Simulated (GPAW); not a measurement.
Crystal: InPd.

```
In Pd
1.0
     3.27188    0.00000    0.00000
     0.00000    3.27188    0.00000
     0.00000    0.00000    3.27188
In Pd
1 1
Direct
  0.00000 0.00000 0.00000
  0.50000 0.50000 0.50000
```

The cell comes from a database or a generator and needn't be the stable form of this composition.

```yaml
Program: GPAW 26.7.0
Task: relaxation of cell and atoms
Functional: RPBE
Potentials_or_basis: the program's PAW data sets (release 1.2.1) made for this functional
Cutoff: 600 eV
Basis: pw
k_mesh: 8 × 8 × 8
Occupations: fermi-dirac, width 0.05 eV
Spin: no spin polarisation
```

At the start: pressure 6.8 GPa; volume 17.51 Å³/atom.

Question: Where does the relaxation end?

Answer: Over 4 steps the energy falls by 20.5 meV/atom and the volume is 18.52 Å³/atom (+5.8 %); space group Pm-3m (No. 221, to 0.05 Å).

The path:
```
step  energy change (eV)  largest force (eV/Å)  pressure (GPa)  volume (Å³)
   1              0.0000                0.0000            6.76        35.03
   2             -0.0200                0.0000            4.65        35.59
   3             -0.0408                0.0000            0.40        36.92
   4             -0.0411                0.0000            0.03        37.05
```

Final structure:
```cif
data_structure
_symmetry_space_group_name_H-M 'P 1'
_symmetry_Int_Tables_number 1
_cell_length_a 3.3337
_cell_length_b 3.3337
_cell_length_c 3.3337
_cell_angle_alpha 90.000
_cell_angle_beta 90.000
_cell_angle_gamma 90.000
_cell_volume 37.05
loop_
_atom_site_label
_atom_site_type_symbol
_atom_site_fract_x
_atom_site_fract_y
_atom_site_fract_z
_atom_site_occupancy
In1 In 0.00000 0.00000 0.00000 1
Pd1 Pd 0.50000 0.50000 0.50000 1
```

Caveat: later steps reuse the first step's grids.
